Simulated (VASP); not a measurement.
Wanted: the native input for a VASP 6.6.1 run.

* Task: single point
* Functional: PBE
* Potentials or basis: VASP PAW PBE potentials, release 64 (C, H)
* Cutoff: 520 eV
* k mesh: 5 × 5 × 1
* Occupations: gaussian, width 0.05 eV
* Spin: no spin polarisation
* Dipole correction: yes
* Further INCAR settings: LREAL = Auto; ALGO = Fast; EDIFF = 1e-06; NBANDS = 84

The structure of H2C7 lies in POSCAR:

```
H2C7
1.0
    5.0508284795      0.0000000000      0.0000000000
    0.0000000000      5.0508284795      0.0000000000
    0.0000000000      0.0000000000     18.8596184069
C H
28 8
Direct
    0.5000000000      0.5000000000      0.2466861049
    0.5000000000      0.0000000000      0.2466861049
    0.0000000000      0.5000000000      0.2466861049
    0.0000000000      0.0000000000      0.2466861049
    0.7500000000      0.5000000000      0.2940289910
    0.7500000000      0.0000000000      0.2940289910
    0.2500000000      0.5000000000      0.2940289910
    0.2500000000      0.0000000000      0.2940289910
    0.7500000000      0.7500000000      0.3413718772
    0.7500000000      0.2500000000      0.3413718772
    0.2500000000      0.7500000000      0.3413718772
    0.2500000000      0.2500000000      0.3413718772
    0.0000000000      0.7500000000      0.3927044142
    0.0000000000      0.2500000000      0.3927044142
    0.5000000000      0.7500000000      0.3853115867
    0.5000000000      0.2500000000      0.3853115867
    0.0000000000      0.0000000000      0.4431030518
    0.0000000000      0.5000000000      0.4431030518
    0.5000000000      0.0000000000      0.4297410434
    0.5000000000      0.5000000000      0.4297410434
    0.2682567286      0.0000000000      0.4859123807
    0.2682567286      0.5000000000      0.4859123807
    0.7317432714      0.0000000000      0.4859123807
    0.7317432714      0.5000000000      0.4859123807
    0.3633287476      0.2500000000      0.5219339643
    0.3633287476      0.7500000000      0.5219339643
    0.6366712524      0.2500000000      0.5219339643
    0.6366712524      0.7500000000      0.5219339643
    0.5000000000      0.6422973790      0.2067119476
    0.5000000000      0.3577026210      0.2067119476
    0.5000000000      0.1422973790      0.2067119476
    0.5000000000     -0.1422973790      0.2067119476
    0.0000000000      0.3577812996      0.2066501452
    0.0000000000      0.6422187004      0.2066501452
    0.0000000000     -0.1422187004      0.2066501452
    0.0000000000      0.1422187004      0.2066501452
```

These files were run (other wordings do the same):

INCAR

```
ALGO     = Fast           # electronic algorithm
DIPOL    = 0.5 0.5 0.348
EDIFF    = 1E-6           # SCF threshold, eV
ENCUT    = 520            # plane-wave cutoff, eV
GGA      = PE             # functional
IDIPOL   = 3            
ISIF     = 2              # what is computed and relaxed
ISMEAR   = 0              # smearing method
LASPH    = T              # aspherical terms in the spheres
LCHARG   = T              # write CHGCAR
LDIPOL   = T            
LELF     = T              # ELF
LREAL    = Auto         
LVACPOTAV= T            
LVHAR    = T            
LWAVE    = F              # write WAVECAR
NBANDS   = 84             # bands
NELM     = 100            # most SCF steps
PREC     = Accurate       # precision mode
SIGMA    = 0.05           # smearing width, eV
```

KPOINTS

```
k-points
0
Gamma
  5 5 1
```

Potentials or basis: VASP PAW PBE potentials, release 64 (C, H).

The run is started by

```sh
$ cat potpaw_PBE.64/C/POTCAR potpaw_PBE.64/H/POTCAR > POTCAR
$ mpirun -np 1 vasp_std > vasp.out
```

Results of the run:

```yaml
Largest_force: 1.843 eV/Å
Band_gap_on_the_k_mesh: 1.31 eV
Ionisation_potential_of_the_upper_face: 5.65 eV
```

It took 14 min on 1 thread of AMD EPYC 7R13 Processor (Zen 3), on a shared host, peak memory 0.57 GiB.
